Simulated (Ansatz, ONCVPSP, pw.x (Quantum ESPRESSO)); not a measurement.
Equation-of-state test of one ONCV potential (technetium)

```
Element                 : technetium (Tc)
Generator               : ONCVPSP 4.0.1
Type                    : optimised norm-conserving Vanderbilt (ONCV)
Functional              : PBE
Relativity              : scalar-relativistic
Frozen core             : [Ar] 3d10
Valence charge          : 15
Reference configuration : 4s2 4p6 4d5 5s2
Partial waves           : 4s+5s: rc 1.90 bohr, ncon 4, nbas 8, qcut 4.8 1/bohr, 2 projectors; 4p: rc 1.80 bohr, ncon 3, nbas 6, qcut 7.1 1/bohr, 1 projector; 4d: rc 1.70 bohr, ncon 4, nbas 9, qcut 7.2 1/bohr, 2 projectors, debl 3.7 Ha
Local potential         : polynomial inside 1.45 bohr (lpopt 3, dvloc0 9 Ha)
Core correction         : Teter function, fcfact 4.25, rcfact 1.35
```

Crystal test: bcc Tc in pw.x 7.5, no spin, 15³ k-points, Fermi–Dirac smearing 0.01 Ry, cutoffs 55/220 Ry. The reference is all-electron LAPW (Ansatz 0.2.0) with the same functional, mesh and smearing; V0 and B0 come from Birch–Murnaghan fits to the pressures at five volumes. Errors are pseudo minus all-electron; Δ is the rms difference of the E(V) curves that follow from these fits, minima aligned, over ±6 % about the mean V0. Mesh and smearing are coarse, so the numbers serve the comparison and aren't converged zero-temperature values; the lattice is a test structure that the element need not adopt.

All-electron: a0 = 3.083 Å (V0 = 14.65 Å³/atom), B0 = 289.0 GPa.

Q: How far does the potential miss the all-electron equation of state?

A: mean pressure error (GPa): +2.69; a0 (Å): 3.092; a0 error (%): +0.30; B0 error (%): -0.4; Δ (meV/atom): 8.4.

| V (Å³/atom) | P all-electron (GPa) | P pseudo (GPa) |
| --- | --- | --- |
| 13.899 | 17.20 | 20.46 |
| 14.265 | 8.23 | 11.17 |
| 14.631 | 0.42 | 3.07 |
| 14.997 | -6.37 | -3.98 |
| 15.363 | -12.28 | -10.11 |

Q: At the middle volume, how do free energy and pressure move when the wave cutoff is lowered (ecutrho kept at four times it)?

A:

```csv
cutoff (Ry),shift of F (meV/atom),shift of P (GPa)
25,+4394.5,-166.94
33,+778.3,-43.20
44,+44.0,-4.49
```

The 8 pw.x runs together took about 78 s on one core of a shared server CPU.
